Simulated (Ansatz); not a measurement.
# I (I4/mmm) in Ansatz: notebook

Aim: see how the results for I move with the level of theory and the settings. Levels: LDA, RPBE. Tasks: density of states, single point, Wannier functions.

All numbers are computed with Ansatz 0.2.0; they aren't measurements. Logs are shortened: lines on timing, memory, paths and dates and some standing lists are left out, and cuts for length are marked.

### 1 The structure

The structure is tetragonal, space group I4/mmm (No. 139). The conventional cell has a = 3.235 Å, b = 3.235 Å, c = 8.530 Å, α = 90.00°, β = 90.00°, γ = 90.00°. I (site symmetry 4/mmm) is surrounded by 4 I at 3.23 Å.

### 2 Density of states, LDA (cell strained at random at fixed volume)

Contents of input.yaml:

```yaml
crystal:
  lattice:
    - [-1.543737, 1.587932, 4.193487]
    - [1.674332, -1.737281, 4.299658]
    - [1.515382, 1.708926, -4.250129]
  atoms:
    - { symbol: I, position_ang: [0.012295006, 0.001392197, -1.7189e-05] }
hamiltonian:
  xc: lda
  pseudopotentials: { kind: paw }
kpoints:
  mp_grid: { grid: [7, 7, 10] }
scf:
  occupations: { method: gaussian, width: 0.1 }
  n_extra_bands: 6
  lower_state_search: full
output:
  forces: true
  stress: true
  eigenvalues: true
  dos: { projected: false, de: 0.05, nscf_kmesh: { grid: [11, 11, 15] } }
  write_density: true
  write_potential: true
  elf: true
  volumetric_format: npy
```

Potentials or basis: Ansatz PAW.

Launch:

```bash
$ ansatz run input.yaml --threads 1 --pin off --max-ram 2560MiB --backend cpu --events-out ev --progress --plain --runs-dir out
```

Output:

```text
Warning: RAYON_NUM_THREADS=1 ignored (pool sized by the plan → 1); use --threads N
scf.n_extra_bands = 6 over 9 filled bands (N_el = 17.0): the run solves 15 bands
the run goes by scf.lower_state_search full: where its kind and settings allow, a search for a lower-energy state can add stability tests and further SCF calculations, which can take many times as long as the SCF (see the manual's entry of the key); standard usually adds fewer, off none
Engine: ansatz 0.2.0, aarch64-unknown-linux-gnu
Pseudopotentials: kind: paw
Pseudopotential: I, paw, valence charge 17, recommended cutoff 420 eV (normal), I.paw.azcp
Functional definition: SPW92
  exchange = slater_x
  correlation = pw_c
Crystal: 1 atoms, lattice volume = 44.630 Å³
Basis set: ecut = 420 eV, 869 PW (Γ)
Bands: 15, of which v1, the nominal top of the filled ones, is band 9 counted from 1 (8 counted from 0)
Symmetry: 2 space group operations
Space group: P-1 (ITA 2), of the structure as read, at distance tolerance 3.5e-5 Å
k-points: 246 of 490
Non-local potential: I, projectors of the file, l = 0: 2, l = 1: 2, l = 2: 2, l = 3: 2
PAW form: soft (Blöchl's): semilocal exchange-correlation on the pseudo side does not see the compensation charge
PAW frozen core: I, regenerated for the run's functional, and the local potential with it (the file was generated under x = pbe(κ = 0.804, μ = 0.2195149727645171), c = pbe(β = 0.06672455060314922))
PAW one-centre angular grid: I, 590 points (default); XC on 64 Gauss nodes
Initial density: superposition of atomic densities (neutral atoms: chi_scale 0, normalization atom), corrected by the library's trained network
Initial wavefunctions: pseudopotential atomic-orbital guess
Functional: x = slater, c = lda
SCF iter   1: F=—  HF=-7355.734874 eV  |F-HF|=—  |Δ(HF+E_count)|=         —  Δρ=3.59e-3  dr2=2.30e-3  ethr=1.77e-3  ⟨swp⟩=6.1  Hψ=23989  notcnv=0  defer=27
preconditioner: auto → LDOS  [metal: Δε(μ)=0.025 eV  Ē_g=14.583 eV  σ=0.100 eV  W_gap=0.14  n_scr=10 (ndim 8)  ℏωp=14.7 eV  f_vac=0.189  D(μ)=0.57/eV (n_scr^D=2)  β→1.0]
SCF iter   2: F=—  HF=-7355.734355 eV  |F-HF|=—  |Δ(HF+E_count)|=   5.19e-4  Δρ=4.78e-4  dr2=1.07e-4  ethr=1.35e-5  ⟨swp⟩=2.5  Hψ=7651  notcnv=0  defer=28
SCF iter   3: F=—  HF=-7355.734318 eV  |F-HF|=—  |Δ(HF+E_count)|=   3.75e-5  Δρ=1.47e-4  dr2=8.38e-6  ethr=6.27e-7  ⟨swp⟩=2.0  Hψ=4132  notcnv=0  defer=28
SCF iter   4: F=—  HF=-7355.734314 eV  |F-HF|=—  |Δ(HF+E_count)|=   3.63e-6  Δρ=2.67e-5  dr2=2.42e-7  ethr=4.93e-8  ⟨swp⟩=2.0  Hψ=3912  notcnv=0  defer=28
iter 5 did not close the SCF: its close was put off for the readings that it lacked (scf_convergence_deferred on its scf_iter line)
SCF iter   5: F=-7355.734314 eV  HF=-7355.734314 eV  |F-HF|=3.24e-9  |Δ(HF+E_count)|=   7.78e-8  Δρ=4.21e-6  dr2=6.10e-9  ethr=1.42e-9  ⟨swp⟩=2.0  Hψ=4135  notcnv=0  defer=28
SCF iter   6: F=-7355.734314 eV  HF=-7355.734314 eV  |F-HF|=3.64e-12  |Δ(HF+E_count)|=   1.76e-9  Δρ=4.61e-7  dr2=5.20e-11  ethr=3.59e-11  ⟨swp⟩=9.1  Hψ=23594  notcnv=0
SCF 1 converged in 6 iterations: F = -7355.734314 eV  dr2 = 5.20e-11
Symmetry: 1 space group operations
k-points: 246 of 490 (time reversal used)
Initial density: read from a saved state, or passed on in memory by an earlier SCF of this step, an earlier step, the calling program or the single point that the run made first
iter 1 solved again at ethr=1.07e-6 eV; its pass at ethr=3.10e-3 eV (dr2=1.82e-4 eV) is discarded
SCF iter   1: F=—  HF=-7355.734314 eV  |F-HF|=—  |Δ(HF+E_count)|=         —  Δρ=1.79e-6  dr2=9.78e-10  ethr=1.07e-6  ⟨swp⟩=2.3  Hψ=32100  notcnv=0
eigensolver tolerance schedule: the retry pair's looser diagonalisation over-reported the residual by 185804.49 of it (diagonalisation noise at an unbounded share of the residual, at the tolerance the schedule requests for it); recorded, not acted on — ethr = c·dr2/N_el stays at c = 1.0e-1
preconditioner: auto → LDOS  [metal: Δε(μ)=0.030 eV  Ē_g=14.577 eV  σ=0.100 eV  W_gap=0.17  n_scr=10 (ndim 8)  ℏωp=14.7 eV  f_vac=0.177  D(μ)=0.58/eV (n_scr^D=2)  β→1.0]
SCF iter   2: F=—  HF=-7355.734314 eV  |F-HF|=—  |Δ(HF+E_count)|=   3.31e-7  Δρ=2.43e-6  dr2=1.94e-9  ethr=5.75e-12  ⟨swp⟩=4.1  Hψ=9713  notcnv=0
SCF iter   3: F=-7355.734314 eV  HF=-7355.734314 eV  |F-HF|=2.71e-10  |Δ(HF+E_count)|=   1.15e-9  Δρ=9.45e-7  dr2=2.61e-10  ethr=5.75e-12  ⟨swp⟩=1.0  Hψ=10475  notcnv=0
SCF 2 converged in 3 iterations: F = -7355.734314 eV  dr2 = 2.61e-10
an SCF from the run's close, with 1 of the crystal's symmetry operations given up, reached no lower state that the run goes on to. This is no proof of a minimum
NSCF: frozen V_eff on 908 k-points
SCF converged after 6 iterations
Free energy (F): -7355.734314 eV
Harris-Foulkes:  -7355.734314 eV  (|F-HF|=3.64e-12)
Internal energy: -7355.731424 eV  (E = F + TS)
E sigma→0 (E₀):  -7355.732869 eV
Entropy (-TS):   -0.002890 eV (-2.890 meV/atom)
Fermi energy:    4.508200 eV
--- Per-component energies (eV) ---
  E_band       = -409.976159
  E_kinetic    = 188.970712
  E_local      = -2130.853526  (includes V_loc(G=0)·N_el)
  E_nonlocal   = -87.357870
  E_hartree    = 1081.646675
  E_xc         = -126.965111
  E_vxc        = -128.142603  (∫ρ·V_xc dr)
  E_paw        = -4657.744712  (= ΣΔE_a)
  E_vpaw       = -415.886320  (= ΣTr[D̂ρ^β])
  E_aug_tail   = 0.000062  (compensation charges beyond the density's cutoff)
  E_ewald      = -1624.208870
  E_core_change = 0.781215  (= ΣΔE_core)
  E_smearing   = -0.002890  (= −TS)
  E_closure    = -0.000000  (closes the sum)
  Σ components = -7355.734314   (vs F -7355.734314, Δ=0.00e0)
--- Forces (eV/Å), atoms counted from 1 ---
  atom   1  I      0.00000000     0.00000000     0.00000000
  max |Σ_I F_I| component: 0.00e0 eV/Å
--- Stress (GPa, compression-positive) ---
       -3.128644       0.032531      -0.050348
        0.032531      -2.987713       0.059710
       -0.050348       0.059710      -1.112342
  P = ⅓ Tr σ = -2.4096 GPa (-24.096 kbar)
--- Band table (eV; the first three rows and the last of 246) ---
  k-point 0: bands = ["-40.6287", "-40.6051", "-40.4222", "-40.3942", "-40.3507", "-9.2126", "2.3567", "5.0640", "5.6706", "8.5216", "11.9596", "12.6277", "16.7171", "16.8465", "17.6807"]
  k-point 1: bands = ["-40.6250", "-40.6062", "-40.4229", "-40.3946", "-40.3494", "-9.0186", "2.5184", "4.3078", "4.7660", "8.8938", "13.1615", "13.8981", "14.5833", "15.2939", "19.6414"]
  k-point 2: bands = ["-40.6153", "-40.6091", "-40.4247", "-40.3956", "-40.3460", "-8.4706", "2.9414", "2.9752", "3.1632", "9.7638", "13.0204", "13.3969", "14.8343", "16.1746", "17.5784"]
  k-point 245: bands = ["-40.6120", "-40.6066", "-40.4255", "-40.3974", "-40.3425", "-7.8395", "1.3143", "2.8109", "3.1386", "10.5349", "11.8677", "12.7469", "14.2465", "18.3627", "19.0462"]
```

Run time: 83 s. Hardware: 1 thread of Arm Neoverse V1, shared host; peak memory 0.54 GiB.

Results:

* Free energy: -7355.7343 eV
* Pressure: -2.4 GPa
* Band gap on the k mesh: none (metal or under the smearing width)
* Density of states at the Fermi level: 0.53 states/eV per cell

Stress tensor (GPa, compression positive):
```
-3.13  0.03 -0.05
 0.03 -2.99  0.06
-0.05  0.06 -1.11
```

States per cell in windows of 0.5 eV (zero at the Fermi level; states under -8 eV left out):
```csv
from (eV),total
-8.0,0.00
-7.5,0.00
-7.0,0.00
-6.5,0.00
-6.0,0.00
-5.5,0.03
-5.0,0.30
-4.5,0.41
-4.0,0.44
-3.5,0.49
-3.0,0.47
-2.5,0.61
-2.0,0.83
-1.5,0.65
-1.0,0.54
-0.5,0.26
0.0,0.30
0.5,0.33
1.0,0.26
1.5,0.07
2.0,0.00
2.5,0.00
3.0,0.00
3.5,0.00
4.0,0.09
4.5,0.18
5.0,0.46
5.5,0.59
6.0,0.48
6.5,0.56
7.0,0.37
7.5,0.52
```

Caveat: an odd number of electrons without spin polarisation forces a metal; a magnetic or distorted state may lie lower; the PAW data sets come from PBE, with cores solved anew for the run's functional, which leaves a small shift of forces and pressure. The run has no spin-orbit coupling, so splittings on I are missing.

### 3 Single point, RPBE, 44.63 Å³/atom

Contents of input.yaml:

```yaml
crystal:
  lattice:
    - [-1.617456, 1.617456, 4.264808]
    - [1.617456, -1.617456, 4.264808]
    - [1.617456, 1.617456, -4.264808]
  atoms:
    - { symbol: I, position_ang: [0.0, 0.0, 0.0] }
hamiltonian:
  xc: rpbe
  pseudopotentials: { kind: paw }
kpoints:
  mp_grid: { grid: [11, 11, 11] }
scf:
  occupations: { method: tetrahedron }
output:
  forces: true
  stress: true
  write_density: true
  write_potential: true
  elf: true
  volumetric_format: npy
```

Potentials or basis: Ansatz PAW.

Launch:

```bash
$ ansatz run input.yaml --threads 1 --pin off --max-ram 2560MiB --backend cpu --events-out ev --progress --plain --runs-dir out
```

Wall time 4.6 s (1 thread of Arm Neoverse V1, shared host); peak memory 0.36 GiB.

Results (log left out):

- Free energy: -7521.9114 eV
- Pressure: 1.2 GPa
- Band gap on the k mesh: none (metal or under the smearing width)

Caveat: an odd number of electrons without spin polarisation forces a metal; a magnetic or distorted state may lie lower; the PAW data sets come from PBE, with cores solved anew for the run's functional, which leaves a small shift of forces and pressure; with tetrahedron occupations forces and stress needn't match the slope of the energy.

### 4 Wannier functions, RPBE

Edit input.yaml of step 3 so:

```diff
@@ -13,6 +13,12 @@
 scf:
-  occupations: { method: tetrahedron }
+  occupations: { method: gaussian, width: 0.005 }
+  n_extra_bands: 14
+  lower_state_search: "off"
 output:
-  forces: true
-  stress: true
+  wannier:
+    kmesh: [6, 6, 6]
+    projections: [{ site: 0, l: s }, { site: 0, l: p }]
+    minimise: true
+    write_xyz: true
+    disentanglement: { window: [-11.0, 21.0], frozen_window: [-8.0, 5.5] }
   write_density: true
@@ -21 +27,3 @@
   volumetric_format: npy
+basis:
+  ecutrho_ratio: 8
```

Contents of wannier.win:

```
! ansatz wannier90 interface
! projections by site (counted from 0) and shell: 0 5S, 0 5P
! states of the run's bands (counted from 1): 1-18
num_bands = 18
num_wann  = 4
num_iter  = 2000
dis_win_min = -11.0
dis_win_max = 21.0
dis_froz_min = -8.0
dis_froz_max = 5.5
dis_num_iter = 10000
guiding_centres = true
ws_search_size = 2 2 3
write_xyz = true

begin unit_cell_cart
Ang
                -1.617456                 1.617456                 4.264808
                 1.617456                -1.617456                 4.264808
                 1.617456                 1.617456                -4.264808
end unit_cell_cart

begin atoms_frac
I                        0.0                      0.0                      0.0
end atoms_frac

mp_grid = 6 6 6

begin kpoints
                      0.0                      0.0                      0.0
                      0.0                      0.0      0.16666666666666666
                      0.0                      0.0       0.3333333333333333
                      0.0                      0.0                      0.5
                      0.0                      0.0       0.6666666666666666
                      0.0                      0.0       0.8333333333333334
[... 208 lines left out ...]
       0.8333333333333334       0.8333333333333334       0.6666666666666666
       0.8333333333333334       0.8333333333333334       0.8333333333333334
end kpoints

fermi_energy = 5.023591942658097

begin projections
f=0.0,0.0,0.0: s
f=0.0,0.0,0.0: p
end projections
```

Contents of wannier_centres.xyz:

```xyz
5
Wannier centres, written by ansatz wannier90 interface
X         -0.22590652      -0.22591816      -0.45548395
X         -0.22594017      -0.22593099       0.45546353
X          0.54637286      -0.08684999       0.00001712
X         -0.08685267       0.54637256       0.00000320
I          0.00000000       0.00000000       0.00000000
```

Potentials or basis: Ansatz PAW.

Launch:

```bash
$ ansatz run input.yaml --threads 1 --pin off --max-ram 2560MiB --backend cpu --events-out ev --progress --plain --runs-dir out
```

Output:

```text
Warning: RAYON_NUM_THREADS=1 ignored (pool sized by the plan → 1); use --threads N
scf.n_extra_bands = 14 over 9 filled bands (N_el = 17.0): the run solves 23 bands
Engine: ansatz 0.2.0, aarch64-unknown-linux-gnu
Pseudopotentials: kind: paw
Pseudopotential: I, paw, valence charge 17, recommended cutoff 420 eV (normal), I.paw.azcp
Functional definition: RPBE
  parameter kappa = 0.804
  parameter beta = 0.06672455060314922
  exchange = rpbe_x(kappa = kappa, mu = beta*pi^2/3)
  correlation = pbe_c(beta = beta)
Crystal: 1 atoms, lattice volume = 44.630 Å³
Basis set: ecut = 420 eV, 891 PW (Γ)
Bands: 23, of which v1, the nominal top of the filled ones, is band 9 counted from 1 (8 counted from 0)
Symmetry: 16 space group operations
Space group: I4/mmm (ITA 139), of the structure as read, at distance tolerance 3.5e-5 Å
k-points: 126 of 1331
Non-local potential: I, projectors of the file, l = 0: 2, l = 1: 2, l = 2: 2, l = 3: 2
PAW form: soft (Blöchl's): semilocal exchange-correlation on the pseudo side does not see the compensation charge
PAW frozen core: I, regenerated for the run's functional, and the local potential with it (the file was generated under x = pbe(κ = 0.804, μ = 0.2195149727645171), c = pbe(β = 0.06672455060314922))
PAW one-centre angular grid: I, 590 points (default); XC on 64 Gauss nodes
Initial density: superposition of atomic densities (neutral atoms: chi_scale 0, normalization atom), corrected by the library's trained network
Initial wavefunctions: pseudopotential atomic-orbital guess
Functional: x = rpbe, c = pbe(β = 0.06672455060314922)
SCF iter   1: F=—  HF=-7521.908454 eV  |F-HF|=—  |Δ(HF+E_count)|=         —  Δρ=1.60e-3  dr2=1.17e-3  ethr=1.77e-3  ⟨swp⟩=6.1  Hψ=17066  notcnv=0  defer=165
preconditioner: auto → LDOS  [metal: Δε(μ)=0.004 eV  Ē_g=20.155 eV  σ=0.005 eV  W_gap=0.41  n_scr=10 (ndim 8)  ℏωp=14.7 eV  f_vac=0.193  D(μ)=2.76/eV (n_scr^D=32)  β→1.0]
SCF iter   2: F=—  HF=-7521.908933 eV  |F-HF|=—  |Δ(HF+E_count)|=   4.79e-4  Δρ=8.24e-4  dr2=2.88e-4  ethr=6.89e-6  ⟨swp⟩=3.0  Hψ=6137  notcnv=0  defer=1116
SCF iter   3: F=—  HF=-7521.908858 eV  |F-HF|=—  |Δ(HF+E_count)|=   7.55e-5  Δρ=2.59e-4  dr2=5.05e-5  ethr=1.69e-6  ⟨swp⟩=2.9  Hψ=3889  notcnv=0  defer=1116
SCF iter   4: F=—  HF=-7521.908874 eV  |F-HF|=—  |Δ(HF+E_count)|=   1.63e-5  Δρ=1.04e-4  dr2=5.66e-6  ethr=2.97e-7  ⟨swp⟩=2.0  Hψ=2934  notcnv=0  defer=1116
SCF iter   5: F=—  HF=-7521.908877 eV  |F-HF|=—  |Δ(HF+E_count)|=   3.43e-6  Δρ=3.85e-5  dr2=9.83e-7  ethr=3.33e-8  ⟨swp⟩=2.8  Hψ=2553  notcnv=0  defer=1116
SCF iter   6: F=-7521.908877 eV  HF=-7521.908877 eV  |F-HF|=1.64e-8  |Δ(HF+E_count)|=   9.91e-8  Δρ=6.25e-6  dr2=1.79e-8  ethr=5.88e-10  ⟨swp⟩=7.5  Hψ=17116  notcnv=0
SCF 1 converged in 6 iterations: F = -7521.908877 eV  dr2 = 1.79e-8
NSCF: frozen V_eff on 34 k-points
the Wannier pass solved 34 of the 216 points of its mesh, and has the states at the others by symmetry: states obtained by the crystal's operations at points that were solved too leave a residual of 3.61e-13 eV (read by the count's bands and the next), within 8.33e-6 eV
SCF converged after 6 iterations
Free energy (F): -7521.908877 eV
Harris-Foulkes:  -7521.908877 eV  (|F-HF|=1.64e-8)
Internal energy: -7521.908839 eV  (E = F + TS)
E sigma→0 (E₀):  -7521.908858 eV
Entropy (-TS):   -0.000039 eV (-0.039 meV/atom)
Fermi energy:    5.051739 eV
--- Per-component energies (eV) ---
  E_band       = -403.893158
  E_kinetic    = 188.069656
  E_local      = -2128.750263  (includes V_loc(G=0)·N_el)
  E_nonlocal   = -93.218082
  E_hartree    = 1085.065796
  E_xc         = -128.016080
  E_vxc        = -128.026927  (∫ρ·V_xc dr)
  E_paw        = -4823.034173  (= ΣΔE_a)
  E_vpaw       = -412.095679  (= ΣTr[D̂ρ^β])
  E_aug_tail   = -0.000001  (compensation charges beyond the density's cutoff)
  E_ewald      = -1621.964438
  E_core_change = -0.061254  (= ΣΔE_core)
  E_smearing   = -0.000039  (= −TS)
  E_closure    = 0.000000  (closes the sum)
  Σ components = -7521.908877   (vs F -7521.908877, Δ=0.00e0)
--- Band table (eV; the first three rows and the last of 126) ---
  k-point 0: bands = ["-40.3310", "-40.3119", "-40.1019", "-40.1019", "-40.0404", "-8.7289", "2.6775", "5.8183", "5.8183", "9.5102", "12.4120", "13.1216", "17.6673", "17.8265", "17.8265", "18.4823", "23.3993", "23.3993", "23.8344", "27.1084", "27.1084", "27.1618", "27.6941"]
  k-point 1: bands = ["-40.3280", "-40.3128", "-40.1023", "-40.1023", "-40.0393", "-8.5674", "2.8102", "5.1211", "5.1366", "9.7821", "13.4969", "14.1198", "15.6472", "16.0207", "20.2882", "20.3036", "20.6351", "23.6629", "25.2127", "26.5626", "26.5768", "26.7055", "27.0972"]
  k-point 2: bands = ["-40.3199", "-40.3153", "-40.1035", "-40.1035", "-40.0363", "-8.1046", "3.1742", "3.7943", "3.8225", "10.4762", "14.1108", "14.3170", "15.6065", "15.9702", "17.6908", "23.1421", "23.3165", "24.0802", "24.4160", "25.1408", "25.5302", "26.1196", "26.2020"]
  k-point 125: bands = ["-40.3295", "-40.3123", "-40.1024", "-40.1018", "-40.0398", "-8.5319", "1.4447", "4.9546", "5.7831", "12.4005", "13.3722", "14.4228", "17.6752", "18.6423", "20.0974", "20.6782", "21.2313", "21.7463", "22.3773", "22.9027", "22.9400", "25.4127", "25.6473"]
Wannier search: line search 1 of at most 10000: gauge-dependent spread (as the search counts it) 2.3087712 Å², largest recent change 7.1e-2 Å² and fall left 1.1e-4 Å² against conv_tol 1.0e-10 Å², 0 stops escaped
```

Run time: 11 s. Hardware: 1 thread of Arm Neoverse V1, shared host; peak memory 0.41 GiB.

Results:

```
Free energy            : -7521.9089 eV
Band gap on the k mesh : none (metal or under the smearing width)
Total Wannier spread   : 5.82 Å² over 4 functions
```

Wannier centres (Å) and spreads (Å²):
| function | x | y | z | spread |
| --- | --- | --- | --- | --- |
| 1 | -0.087 | 0.546 | 0.000 | 1.441 |
| 2 | 0.546 | -0.087 | 0.000 | 1.441 |
| 3 | -0.226 | -0.226 | 0.456 | 1.470 |
| 4 | -0.226 | -0.226 | -0.456 | 1.470 |

Caveat: an odd number of electrons without spin polarisation forces a metal; a magnetic or distorted state may lie lower; the PAW data sets come from PBE, with cores solved anew for the run's functional, which leaves a small shift of forces and pressure. The run has no spin-orbit coupling, so splittings on I are missing.
